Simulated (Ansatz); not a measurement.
# Boron, bcc under RPBE: from relaxation to bulk modulus

Aim: take boron in the bcc structure, relax it, solve it on a dense k-mesh, then scale the cell to 7 volumes from 88 to 112 % of the relaxed one and try a fit of the equation of state. Spin polarisation is left out. The k-meshes are 18×18×18 for the relaxation; 31×31×31 for the dense run; 31×31×31 for the volumes.

Method: DFT RPBE, plane waves (420 eV) with PAW, scalar-relativistic; the PAW data stem from PBE, with regenerated cores, in Ansatz 0.2.0.

### Step 1. The system as given

The structure is cubic, space group Im-3m (No. 229). The conventional cell has a = 2.358 Å, b = 2.358 Å, c = 2.358 Å, α = 90.00°, β = 90.00°, γ = 90.00°. B (site symmetry m-3m) is surrounded by 8 B at 2.04 Å.

As a file:

```
CELL_PARAMETERS angstrom
-1.17892 1.17892 1.17892
1.17892 -1.17892 1.17892
1.17892 1.17892 -1.17892
ATOMIC_POSITIONS crystal
B 0.00000 0.00000 0.00000
```

### Step 2. Geometry optimisation

input.yaml reads:

```yaml
crystal:
  lattice:
    - [-1.1789190289, 1.1789190289, 1.1789190289]
    - [1.1789190289, -1.1789190289, 1.1789190289]
    - [1.1789190289, 1.1789190289, -1.1789190289]
  atoms:
    - { symbol: B, position: [0.0, 0.0, 0.0] }
hamiltonian:
  xc: rpbe
  pseudopotentials:
    kind: paw
    azcp:
      B: "pseudopotentials/B.paw.azcp"
basis:
  ecutwfc: 420
  fft_grid_basis: typed
kpoints:
  mp_grid: { grid: [18, 18, 18], shift: [0, 0, 0] }
magnetization:
  spin_polarized: false
scf:
  occupations: { method: fermi_dirac, width: 0.1 }
relax:
  max_steps: 60
  f_tol: 0.01
  cell: {}
```

Further steps of the session: Dense single point; At 88 % of the relaxed volume; At 92 % of the relaxed volume; At 96 % of the relaxed volume; At 100 % of the relaxed volume; At 104 % of the relaxed volume; At 108 % of the relaxed volume; At 112 % of the relaxed volume.

Before running it: what results should come out? Wanted: space group; conventional cell; volume; shortest distance; gap on the mesh; relative to alpha-rhombohedral; highest ELF outside the cores; V₀, B₀, B₀′.

As calculated:

```
                            quantity                               value
      space group (spins left aside)                     Im-3m (No. 229)
                   conventional cell                         a = 2.321 Å
                              volume                       6.255 Å³/atom
                   shortest distance                             2.010 Å
                     gap on the mesh        none (levels filled in part)
relative to alpha-rhombohedral (B12)                      +1695 meV/atom
       highest ELF outside the cores  0.64, 1.01 Å from the nearest atom
                         V₀, B₀, B₀′         6.242 Å³/atom, 214 GPa, 4.9
```

In words: From the guessed start the volume shrank by 4.6 % in 7 steps. Against the reference form of boron (alpha-rhombohedral (B12), computed apart with the same settings) it stands 1695 meV/atom higher. Levels at the Fermi energy are filled in part, as in a metal. B₀ comes out at 214 GPa. The symmetry was held, so the structure may be unstable against distortions that break it.
